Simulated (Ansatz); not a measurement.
BAs:

```
CELL_PARAMETERS angstrom
2.93437 0.00000 0.00000
0.00000 2.93437 0.00000
0.00000 0.00000 2.93437
ATOMIC_POSITIONS crystal
B 0.50000 0.50000 0.50000
As 0.00000 0.00000 0.00000
```

The cell was built by a generator and needn't be a form met in nature.

- Program: Ansatz 0.2.0
- Task: relaxation of cell and atoms
- Functional: LDA
- Potentials or basis: Ansatz PAW
- Cutoff: 420 eV (not typed: the program's choice for these potentials)
- k mesh: 9 × 9 × 9
- Occupations: fermi-dirac, width 0.05 eV
- Spin: no spin polarisation

At the start: volume 12.63 Å³/atom.

Task: How do energy, volume and symmetry change on relaxing?

Result: It ends after 5 steps and the volume is 11.99 Å³/atom (-5.1 %); space group Pm-3m (No. 221, to 0.05 Å).

The path:
| step | energy change (eV) | largest force (eV/Å) | volume (Å³) |
| --- | --- | --- | --- |
| 1 | 0.0000 | 0.0000 | 25.27 |
| 2 | -0.0238 | 0.0000 | 23.82 |
| 3 | -0.0240 | 0.0000 | 23.99 |
| 4 | -0.0240 | 0.0000 | 23.98 |
| 5 | -0.0233 | 0.0000 | 23.98 |

Final structure:
```yaml
crystal:
  lattice:
    - [2.88355, 0.00000, 0.00000]
    - [0.00000, 2.88355, 0.00000]
    - [0.00000, 0.00000, 2.88355]
  atoms:
    - { symbol: B, position: [0.50000, 0.50000, 0.50000] }
    - { symbol: As, position: [0.00000, 0.00000, 0.00000] }
```

Caveat: the plane-wave basis is chosen anew once the cell has moved, so the energies of steps on either side of that aren't comparable; the PAW data sets come from PBE, with cores solved anew for the run's functional, which leaves a small shift of forces and pressure.
